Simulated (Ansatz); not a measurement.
# Si: molecular dynamics

Purpose: to heat the crystal hard, then run on and watch the hot state. Runs: 100 steps of 1.5 fs under a Langevin thermostat at 3500 K; 100 steps of 2 fs under a Langevin thermostat and barostat at 2450 K and 5 GPa. The start is the crystal (diamond), its volume scaled by 1.15.

Method: DFT PBE+D3(BJ), plane waves, PAW, scalar-relativistic, no spin polarisation, in Ansatz 0.2.0.

**1. The structure to begin with**

The cell holds 16 atoms (Si16): a = 8.045 Å, b = 8.045 Å, c = 8.045 Å, α = 60.00°, β = 60.00°, γ = 60.00°.

As a file:

```
Si
1.0
     0.00000    5.68895    5.68895
     5.68895    0.00000    5.68895
     5.68895    5.68895    0.00000
Si
16
Cartesian
  0.0000 0.0000 0.0000
  1.4222 1.4222 1.4222
  2.8445 2.8445 0.0000
  4.2667 4.2667 1.4222
  2.8445 0.0000 2.8445
  4.2667 1.4222 4.2667
  5.6890 2.8445 2.8445
  7.1112 4.2667 4.2667
  0.0000 2.8445 2.8445
  1.4222 4.2667 4.2667
  2.8445 5.6890 2.8445
  4.2667 7.1112 4.2667
  2.8445 2.8445 5.6890
  4.2667 4.2667 7.1112
  5.6890 5.6890 5.6890
  7.1112 7.1112 7.1112
```

**2. Run 1**

100 steps of 1.5 fs under a Langevin thermostat at 3500 K.

The input, input.yaml:

```yaml
crystal:
  lattice:
    - [0.0, 5.688954, 5.688954]
    - [5.688954, 0.0, 5.688954]
    - [5.688954, 5.688954, 0.0]
  atoms:
    - { symbol: Si, position: [0.0, 0.0, 0.0] }
    - { symbol: Si, position: [0.125, 0.125, 0.125] }
    - { symbol: Si, position: [0.0, 0.0, 0.5] }
    - { symbol: Si, position: [0.125, 0.125, 0.625] }
    - { symbol: Si, position: [0.0, 0.5, 0.0] }
    - { symbol: Si, position: [0.125, 0.625, 0.125] }
    - { symbol: Si, position: [0.0, 0.5, 0.5] }
    - { symbol: Si, position: [0.125, 0.625, 0.625] }
    - { symbol: Si, position: [0.5, 0.0, 0.0] }
    - { symbol: Si, position: [0.625, 0.125, 0.125] }
    - { symbol: Si, position: [0.5, 0.0, 0.5] }
    - { symbol: Si, position: [0.625, 0.125, 0.625] }
    - { symbol: Si, position: [0.5, 0.5, 0.0] }
    - { symbol: Si, position: [0.625, 0.625, 0.125] }
    - { symbol: Si, position: [0.5, 0.5, 0.5] }
    - { symbol: Si, position: [0.625, 0.625, 0.625] }
basis:
  ecutwfc: 420.0
kpoints:
  mp_grid: { grid: [2, 2, 2] }
hamiltonian:
  xc: pbe
  dispersion: d3bj
scf:
  occupations: { method: fermi_dirac, width: 0.3 }
  lower_state_search: "off"
md:
  timestep: 1.5
  n_steps: 100
  ensemble: nvt_langevin
  temperature: 3500.0
  initial_velocities: maxwell_boltzmann
  seed: 607707
  friction: 0.02
```

Started as:

```
$ ansatz run input.yaml --threads 1 --pin off --max-ram 3072MiB --backend cpu --events-out ev --progress --plain --runs-dir out
```

What it wrote, shortened:

```text
Warning: md: disabling space-group detection — thermal motion breaks the input geometry's symmetry, so no spatial operation reduces the k-mesh or symmetrises the density; time reversal is kept, so that k and −k are solved as one point where they differ and the mesh holds both, and exact [...]
Warning: RAYON_NUM_THREADS=1 ignored (pool sized by the plan → 1); use --threads N
band count auto-derived: 54 (N_el = 64.0; filled up to band 32; 48 by the electrons, moments and atoms)
[...]
Pseudopotentials: kind: paw
Pseudopotential: Si, paw, valence charge 4, recommended cutoff 420 eV (normal), Si.paw.azcp
Functional definition: PBE
[...]
Crystal: 16 atoms, lattice volume = 368.237 Å³
Basis set: ecut = 420 eV, 7239 PW (Γ), exchange–correlation on 108×108×108 points (8 copies of the dense FFT grid, shifted against one another)
Bands: 54, of which v1, the nominal top of the filled ones, is band 32 counted from 1 (31 counted from 0)
Symmetry: 1 space group operations
k-points: 8
[...]
SCF iter   1: F=—  HF=-10175.263476 eV  |F-HF|=—  |Δ(HF+E_count)|=         —  Δρ=1.19e-3  dr2=5.23e-3  ethr=1.77e-3  ⟨swp⟩=7.4  Hψ=2096  notcnv=0
[...]
WARN: dispersion: an atom stands within reach of a switch of its C6 between two reference coordination numbers of its element: through that C6 alone, e_disp changes by 0.025 eV or more while the distances to its neighbours run over a stretch of 0.05 Å that contains this geometry (sites [...]
md step     0: t =     0.00 fs  T =  3281.2 K  F+E_penalty+E_count = -10175.26534731 eV  E_kin = 6.786150 eV  (7 SCF iters)
[...]
SCF iter   7: F=-10175.226902 eV  HF=-10175.226902 eV  |F-HF|=1.92e-9  |Δ(HF+E_count)|=   9.53e-9  Δρ=5.62e-7  dr2=1.52e-9  ethr=2.50e-11  ⟨swp⟩=4.4  Hψ=1259  notcnv=0
```

**3. The log goes on: dynamics from the start**

The log, continued, shortened:

```text
WARN: dispersion: an atom stands within reach of a switch of its C6 between two reference coordination numbers of its element: through that C6 alone, e_disp changes by 0.025 eV or more while the distances to its neighbours run over a stretch of 0.05 Å that contains this geometry (sites [...]
md step     1: t =     1.50 fs  T =  3525.4 K  F+E_penalty+E_count = -10175.22690161 eV  E_kin = 7.291097 eV  (7 SCF iters)
[...]
md step     6: t =     9.00 fs  T =  2656.9 K  F+E_penalty+E_count = -10173.88455384 eV  E_kin = 5.494868 eV  (6 SCF iters)
[...]
md step    11: t =    16.50 fs  T =  1930.9 K  F+E_penalty+E_count = -10172.03047551 eV  E_kin = 3.993502 eV  (6 SCF iters)
[...]
md step    16: t =    24.00 fs  T =  2020.1 K  F+E_penalty+E_count = -10171.29614094 eV  E_kin = 4.177791 eV  (5 SCF iters)
[...]
md step    99: t =   148.50 fs  T =  2605.5 K  F+E_penalty+E_count = -10167.24073801 eV  E_kin = 5.388683 eV  (6 SCF iters)
[...]
md step   100: t =   150.00 fs  T =  2653.5 K  F+E_penalty+E_count = -10167.29254865 eV  E_kin = 5.487867 eV  (7 SCF iters)
SCF converged after 7 iterations
Free energy (F): -10167.292549 eV
[...]
E sigma→0 (E₀):  -10166.045124 eV
Entropy (-TS):   -2.494850 eV (-155.928 meV/atom)
Fermi energy:    5.039063 eV
[...]
--- Forces (eV/Å), atoms counted from 1 ---
  atom   1  Si    -0.56423715     0.64957150     1.69501292
  atom   2  Si     0.68231464    -0.04768943    -0.66803793
  atom   3  Si     0.01048427     0.18758098     0.41145157
  atom   4  Si    -0.29202910     0.70389974    -0.14123152
  atom   5  Si    -0.61941749     0.08012144     0.61801273
  atom   6  Si    -1.24023774    -1.04124747     0.01974353
  atom   7  Si    -0.75231307     0.94588310    -0.37321105
  atom   8  Si     1.31223842     0.34589361    -0.05789115
[...]
--- MD trajectory: 100 steps, t = 0.0 → 150.0 fs ---
  final state: T = 2653.5 K   F+E_penalty+E_count = -10167.29254865 eV   E_kin = 5.487867 eV
```

Wall time 11 min (1 thread of Arm Neoverse V1, shared host); peak memory 0.65 GiB.

**4. Frames and traces**

One step in 6; energies are changes from step 0; msd is the mean square displacement from the start, the centre of mass held:

| time (fs) | T (K) | potential energy change (meV/atom) | msd Si (Å²) |
| --- | --- | --- | --- |
| 0.0 | 3281 | 0.0 | 0.000 |
| 9.0 | 2657 | 86.3 | 0.022 |
| 18.0 | 2010 | 218.2 | 0.062 |
| 27.0 | 2122 | 259.8 | 0.103 |
| 36.0 | 2049 | 290.3 | 0.141 |
| 45.0 | 2364 | 310.2 | 0.164 |
| 54.0 | 3263 | 325.1 | 0.195 |
| 63.0 | 3373 | 433.8 | 0.257 |
| 72.0 | 2997 | 554.9 | 0.320 |
| 81.0 | 3414 | 511.4 | 0.365 |
| 90.0 | 4211 | 477.5 | 0.394 |
| 99.0 | 3969 | 513.1 | 0.436 |
| 108.0 | 2854 | 563.4 | 0.477 |
| 117.0 | 2987 | 503.9 | 0.508 |
| 126.0 | 2416 | 549.5 | 0.555 |
| 135.0 | 2272 | 568.2 | 0.604 |
| 144.0 | 2337 | 525.6 | 0.639 |
| 150.0 | 2654 | 498.3 | 0.653 |

time (fs), T (K) and a bar:
```
      0.0       3281 #################
      6.0       3239 #################
     13.5       1788 
     19.5       2208 #####
     25.5       2217 #####
     33.0       2271 ######
     39.0       1890 #
     45.0       2364 #######
     52.5       3295 #################
     58.5       3805 #######################
     64.5       2837 ############
     72.0       2997 ##############
     78.0       3325 ##################
     85.5       3934 #########################
     91.5       4394 ##############################
     97.5       3583 #####################
    105.0       2993 ##############
    111.0       3011 ##############
    117.0       2987 ##############
    124.5       2772 ###########
    130.5       2441 ########
    136.5       2132 ####
    144.0       2337 ######
    150.0       2654 ##########
```

Pair distribution over the second half of the run:

| r (Å) | g Si–Si |
| --- | --- |
| 0.68 | 0.00 |
| 0.84 | 0.00 |
| 1.00 | 0.00 |
| 1.16 | 0.00 |
| 1.32 | 0.00 |
| 1.48 | 0.00 |
| 1.64 | 0.00 |
| 1.80 | 0.00 |
| 1.96 | 0.10 |
| 2.12 | 0.61 |
| 2.28 | 1.95 |
| 2.44 | 1.71 |
| 2.60 | 1.37 |
| 2.76 | 0.70 |
| 2.92 | 0.78 |
| 3.08 | 0.59 |
| 3.24 | 0.58 |

First peaks of g(r) (not always the tallest), and, where a minimum follows, the mean number of second-named atoms round a first-named one up to the next minimum:

| pair | peak (Å) | height | minimum (Å) | neighbours |
| --- | --- | --- | --- | --- |
| Si–Si | 2.36 | 2.1 | - | - |

**5. Positions and forces**

Positions (Å) and forces (eV/Å):

```xyz
16
Lattice="0.000 5.689 5.689 5.689 0.000 5.689 5.689 5.689 0.000" Properties=species:S:1:pos:R:3:forces:R:3 pbc="T T T" time_fs=25.5 T=2217 dE=4.0573
Si    0.242    0.062   -0.087   -1.105   -0.715    0.167
Si    1.526    1.326    1.345   -0.466    0.702    0.937
Si    2.956    2.785    0.170   -1.391   -1.454   -2.454
Si    3.944    4.246    1.378    3.162    1.139    0.555
Si    2.382    0.147    3.157    1.935   -0.501   -0.248
Si    4.519    1.430    4.262    0.232   -0.442   -1.398
Si    5.678    2.715    2.398   -0.909    0.989    1.863
Si    7.038    4.182    4.455    0.445   -1.231   -1.110
Si   -0.021    2.764    2.945    0.625    1.080   -1.000
Si    1.542    4.354    4.222   -0.211   -0.875   -0.440
Si    2.799    5.690    2.679    0.707    0.264    2.143
Si    4.365    7.197    4.317   -0.323   -1.533    0.861
Si    2.845    2.546    5.295   -0.178    1.444    1.087
Si    4.300    4.219    7.181   -0.240    0.098    0.203
Si    5.982    5.484    5.936   -1.617    1.435    0.559
Si    7.432    7.277    7.184   -0.664   -0.400   -1.723
16
Lattice="0.000 5.689 5.689 5.689 0.000 5.689 5.689 5.689 0.000" Properties=species:S:1:pos:R:3:forces:R:3 pbc="T T T" time_fs=49.5 T=3031 dE=5.0529
Si    0.232   -0.063   -0.010    0.352    0.051    0.191
Si    1.658    1.568    1.415   -0.889   -1.008    0.692
Si    2.953    2.635   -0.299    0.126    0.631    1.916
Si    4.189    4.354    1.330   -0.013    0.055   -1.536
Si    2.381   -0.010    3.310    2.078    1.877   -1.848
Si    4.759    1.423    4.228   -0.211   -0.126   -1.110
Si    5.517    2.821    2.277    1.340   -1.061    1.810
Si    7.162    4.109    4.536   -1.789   -0.419   -0.189
Si   -0.021    2.689    3.065    0.467    0.756   -0.704
Si    1.668    4.230    4.175   -1.259   -0.486    0.163
Si    2.908    5.598    2.792    0.303    1.211    0.257
Si    4.432    6.841    4.571    1.014   -0.784   -1.115
Si    2.921    2.468    5.094    0.246    0.703    0.406
Si    4.537    4.265    7.115   -1.194   -0.914    1.236
Si    6.164    5.569    6.232   -0.095    0.339   -1.110
Si    7.456    7.464    6.958   -0.477   -0.827    0.941
16
Lattice="0.000 5.689 5.689 5.689 0.000 5.689 5.689 5.689 0.000" Properties=species:S:1:pos:R:3:forces:R:3 pbc="T T T" time_fs=75.0 T=2755 dE=8.9666
Si   -0.029   -0.306    0.451    4.396    3.045   -3.005
Si    1.652    1.517    1.975    1.903   -1.618   -3.722
Si    3.049    2.381   -0.491   -0.709    0.736    1.640
Si    4.204    4.308    1.409   -2.679   -3.089    0.035
Si    2.748   -0.046    3.172    1.023   -1.355    0.484
Si    4.848    1.141    3.918   -0.825   -0.775    1.097
Si    5.546    2.817    2.477    1.775   -0.139    0.397
Si    7.075    4.076    4.849    0.640   -0.597   -2.286
Si    0.178    2.396    3.138   -2.723    2.247    1.803
Si    1.703    4.198    3.966   -0.950   -0.520    1.050
Si    3.283    5.559    2.962   -1.143    1.692    0.808
Si    4.423    6.229    5.020    0.092    0.057   -1.036
Si    2.959    2.383    4.986    1.425    1.016   -1.104
Si    4.700    4.008    7.310   -0.529    0.323    0.400
Si    6.319    5.625    6.306   -1.135   -1.161    0.708
Si    7.363    7.550    6.657   -0.563    0.138    2.731
16
Lattice="0.000 5.689 5.689 5.689 0.000 5.689 5.689 5.689 0.000" Properties=species:S:1:pos:R:3:forces:R:3 pbc="T T T" time_fs=100.5 T=3724 dE=8.4628
Si    0.358    0.003    0.518   -1.492   -1.556   -2.274
Si    1.638    1.021    2.004    0.166    1.441    0.215
Si    2.883    1.972   -0.282   -0.305    0.721    1.013
Si    4.003    3.907    1.594    0.112    0.749   -0.414
Si    3.325   -0.346    2.816   -4.048    1.868    2.668
Si    4.581    1.003    3.976    1.906    1.474    1.765
Si    5.822    2.865    2.626    0.053    0.019    1.053
Si    7.067    3.986    4.853    1.160   -1.093   -1.815
Si   -0.071    2.660    3.195    0.320   -1.012    0.043
Si    1.567    4.185    3.968    0.446    0.754    0.614
Si    3.555    6.026    3.005   -0.922   -0.331   -1.262
Si    4.346    5.686    5.131   -0.240    0.435    0.098
Si    2.991    2.480    4.901   -0.258    0.853    0.707
Si    4.355    3.984    7.430    2.315   -3.769   -3.354
Si    6.279    5.427    6.435    0.194    0.606    0.526
Si    7.450    7.620    6.876    0.595   -1.158    0.416
16
Lattice="0.000 5.689 5.689 5.689 0.000 5.689 5.689 5.689 0.000" Properties=species:S:1:pos:R:3:forces:R:3 pbc="T T T" time_fs=124.5 T=2772 dE=8.6445
Si    0.501    0.009    0.242   -0.448    0.105   -0.307
Si    1.609    0.897    2.219   -2.999    2.426   -1.567
Si    2.721    1.942    0.065    0.128    0.111    0.305
Si    4.074    3.675    1.810   -1.016    1.084   -0.732
Si    3.288   -0.236    2.787    1.881   -1.933    1.500
Si    4.549    1.329    4.148    0.498   -0.481    0.445
Si    5.949    2.930    2.891   -1.132   -0.671   -0.256
Si    7.072    3.909    4.525    1.866    0.749    1.086
Si   -0.110    3.088    3.291   -1.971   -3.357   -1.368
Si    1.329    4.423    4.006    3.186    2.405    1.600
Si    3.370    6.338    2.805   -0.029   -0.986    0.289
Si    4.344    5.352    5.186   -0.311    0.833   -0.802
Si    2.888    2.642    5.342    0.950    1.469   -1.132
Si    4.489    3.923    7.078   -0.652   -0.300    0.193
Si    6.578    5.115    6.569    0.031    0.096   -0.290
Si    7.293    7.664    6.989    0.018   -1.550    1.037
16
Lattice="0.000 5.689 5.689 5.689 0.000 5.689 5.689 5.689 0.000" Properties=species:S:1:pos:R:3:forces:R:3 pbc="T T T" time_fs=150.0 T=2654 dE=7.9728
Si    0.301    0.280    0.162   -0.564    0.650    1.695
Si    1.101    1.160    2.346    0.682   -0.048   -0.668
Si    2.734    1.990    0.275    0.011    0.188    0.411
Si    3.920    3.637    1.890   -0.292    0.704   -0.141
Si    3.386   -0.315    2.828   -0.619    0.080    0.618
Si    4.586    1.391    4.346   -1.240   -1.041    0.020
Si    5.857    2.830    3.136   -0.752    0.946   -0.373
Si    7.252    3.945    4.628    1.312    0.346   -0.058
Si   -0.097    3.237    3.231    0.101   -0.293   -0.421
Si    1.389    4.935    4.205    1.526   -0.863   -1.212
Si    3.172    6.380    2.600   -0.118   -1.226    0.406
Si    4.427    5.255    5.123   -0.390    1.338   -0.843
Si    2.794    2.751    5.423    0.230    0.585   -0.348
Si    4.724    3.662    6.726   -0.809   -0.651    1.409
Si    6.580    5.142    6.605    0.292    0.560   -0.093
Si    7.040    7.578    7.104    0.632   -1.272   -0.402
```

Reading of run 1. Against a set 3500 K the second half averages 3087 K, going from 2755 to 2654 K over that half. By the end 1 of 16 atoms (1 Si) stand more than 1.72 Å from where they began, which a hop or a large turn of a group can both give. Counted from the crystal's sites, with the common drift removed, the atoms stand 0.80 Å away over the last tenth of the run (root mean square), 32 % of the neighbour distance: well past the 10 to 20 % at which crystals usually melt, so the lattice order is being lost.

**6. Run 2**

100 steps of 2 fs under a Langevin thermostat and barostat at 2450 K and 5 GPa, starting from the last frame of an earlier run, with new velocities.

The input, input.yaml:

```yaml
crystal:
  lattice:
    - [0.0, 5.688954, 5.688954]
    - [5.688954, 0.0, 5.688954]
    - [5.688954, 5.688954, 0.0]
  atoms:
    - { symbol: Si, position: [0.01238971, 0.01605167, 0.03688596] }
    - { symbol: Si, position: [0.21138706, 0.20095374, -0.00742145] }
    - { symbol: Si, position: [-0.0413013, 0.08956479, 0.3910911] }
    - { symbol: Si, position: [0.14120775, 0.19094521, 0.49807654] }
    - { symbol: Si, position: [-0.07678376, 0.5738326, 0.0214255] }
    - { symbol: Si, position: [0.10112894, 0.66271745, 0.14336058] }
    - { symbol: Si, position: [0.00962348, 0.54164609, 0.48783708] }
    - { symbol: Si, position: [0.11613541, 0.69738799, 0.57736634] }
    - { symbol: Si, position: [0.57697858, -0.00905759, -0.00793269] }
    - { symbol: Si, position: [0.68120592, 0.05789659, 0.18619944] }
    - { symbol: Si, position: [0.51039048, -0.05335865, 0.611002] }
    - { symbol: Si, position: [0.52311842, 0.37748052, 0.40069324] }
    - { symbol: Si, position: [0.47290778, 0.48043079, 0.01067767] }
    - { symbol: Si, position: [0.49780349, 0.68452213, 0.14588793] }
    - { symbol: Si, position: [0.45417942, 0.70683649, 0.4496989] }
    - { symbol: Si, position: [0.6716435, 0.57702719, 0.66048973] }
basis:
  ecutwfc: 420.0
kpoints:
  mp_grid: { grid: [2, 2, 2] }
hamiltonian:
  xc: pbe
  dispersion: d3bj
scf:
  occupations: { method: fermi_dirac, width: 0.3 }
  lower_state_search: "off"
md:
  timestep: 2
  n_steps: 100
  ensemble: npt_langevin
  temperature: 2450.0
  initial_velocities: maxwell_boltzmann
  seed: 531050
  friction: 0.02
  pressure: 5.0
  fix_cell: [shape]
```

Started as:

```
$ ansatz run input.yaml --threads 1 --pin off --max-ram 3072MiB --backend cpu --events-out ev --progress --plain --runs-dir out
```

What it wrote, shortened:

```text
Warning: md: disabling space-group detection — thermal motion breaks the input geometry's symmetry, so no spatial operation reduces the k-mesh or symmetrises the density; time reversal is kept, so that k and −k are solved as one point where they differ and the mesh holds both, and exact [...]
Warning: RAYON_NUM_THREADS=1 ignored (pool sized by the plan → 1); use --threads N
band count auto-derived: 54 (N_el = 64.0; filled up to band 32; 48 by the electrons, moments and atoms)
[...]
[... 3 set-up lines as earlier in the session ...]
[...]
Crystal: 16 atoms, lattice volume = 368.237 Å³
Basis set: ecut = 420 eV (smoothed over ±3.0 %; plane waves to 437.0 eV, density to 1747.9 eV), 7727 PW (Γ), exchange–correlation on 120×120×120 points (8 copies of the dense FFT grid, shifted against one another)
Bands: 54, of which v1, the nominal top of the filled ones, is band 32 counted from 1 (31 counted from 0)
[... 1 set-up line as earlier in the session ...]
k-points: 8
[...]
SCF iter   1: F=—  HF=-10167.315904 eV  |F-HF|=—  |Δ(HF+E_count)|=         —  Δρ=3.27e-3  dr2=1.53e-1  ethr=1.77e-3  ⟨swp⟩=7.8  Hψ=2214  notcnv=0
[...]
WARN: dispersion: an atom stands within reach of a switch of its C6 between two reference coordination numbers of its element: through that C6 alone, e_disp changes by 0.025 eV or more while the distances to its neighbours run over a stretch of 0.05 Å that contains this geometry (sites [...]
md step     0: t =     0.00 fs  T =  2296.9 K  F+E_penalty+E_count = -10167.29254117 eV  E_kin = 4.750305 eV  conserved = -10152.29794548 eV  P_inst = -5.2764 GPa  V = 368.2369 Å³  selection 1  (9 SCF iters)
[...]
md step     1: t =     2.00 fs  T =  2349.3 K  F+E_penalty+E_count = -10167.30560576 eV  E_kin = 4.858747 eV  conserved = -10152.29874712 eV  P_inst = -5.3393 GPa  V = 368.3156 Å³  selection 1  (7 SCF iters, 3 dispersion substeps)
[...]
SCF iter   5: F=—  HF=-10167.309933 eV  |F-HF|=—  |Δ(HF+E_count)|=   3.65e-5  Δρ=1.11e-5  dr2=1.43e-6  ethr=1.76e-8  ⟨swp⟩=2.1  Hψ=653  notcnv=0
[...]
```

**7. The log goes on: dynamics from the last frame of the run before**

Output, continued, shortened:

```text
WARN: dispersion: an atom stands within reach of a switch of its C6 between two reference coordination numbers of its element: through that C6 alone, e_disp changes by 0.025 eV or more while the distances to its neighbours run over a stretch of 0.05 Å that contains this geometry (sites [...]
md step     2: t =     4.00 fs  T =  2385.1 K  F+E_penalty+E_count = -10167.30993332 eV  E_kin = 4.932770 eV  conserved = -10152.29903307 eV  P_inst = -5.3213 GPa  V = 368.4176 Å³  selection 1  (7 SCF iters, 3 dispersion substeps)
[...]
md step     6: t =    12.00 fs  T =  2590.9 K  F+E_penalty+E_count = -10167.17039557 eV  E_kin = 5.358295 eV  conserved = -10152.30035997 eV  P_inst = -4.2608 GPa  V = 367.2015 Å³  selection 1  (6 SCF iters, 3 dispersion substeps)
[...]
md step    10: t =    20.00 fs  T =  2475.3 K  F+E_penalty+E_count = -10166.68507496 eV  E_kin = 5.119352 eV  conserved = -10152.29963275 eV  P_inst = -3.1603 GPa  V = 367.0392 Å³  selection 1  (7 SCF iters, 3 dispersion substeps)
[...]
  atom   2  Si    -0.27207202     0.03723310     0.05378022
  atom   3  Si    -1.04884135    -0.82789498     0.30545795
  atom   4  Si    -1.22481071     2.41278195     1.33880788
  atom   5  Si     0.42991664     0.00584325    -0.32466122
  atom   6  Si    -0.38570503    -0.04211374     0.02472646
  atom   7  Si     0.47412714    -0.24666287    -0.54950673
  atom   8  Si     0.78645047     0.39813343     0.82151189
[...]
--- Stress (GPa, compression-positive) ---
       -2.387606       1.044679      -0.841878
        1.044679       1.294522       0.943545
       -0.841878       0.943545      -0.123733
  P = ⅓ Tr σ = -0.4056 GPa (-4.056 kbar)
--- MD trajectory: 100 steps, t = 0.0 → 200.0 fs ---
  final state: T = 2734.6 K   F+E_penalty+E_count = -10168.53626827 eV   E_kin = 5.655692 eV
  conserved energy: peak-to-peak 1.726e-2 eV (1.079e-3 eV/atom) at the most on one of 3 selections of grids, which stood over 32.0 fs
  cell: V = 293.0372 Å³ at the end; means of 101 rows, the approach among them: V = 347.2631 Å³, P_inst = -2.2906 GPa
  mean static stress (GPa): xx -3.1079  yy -4.0736  zz -4.8899  yz 0.4262  xz 0.0138  xy 0.3462
  the result is of one more SCF, on plane waves selected at the last cell: its energy does not rank with the rows'
```

It took 12 min on 1 thread of Arm Neoverse V1, shared host; peak memory 0.72 GiB.

[end of part 1 of 2]
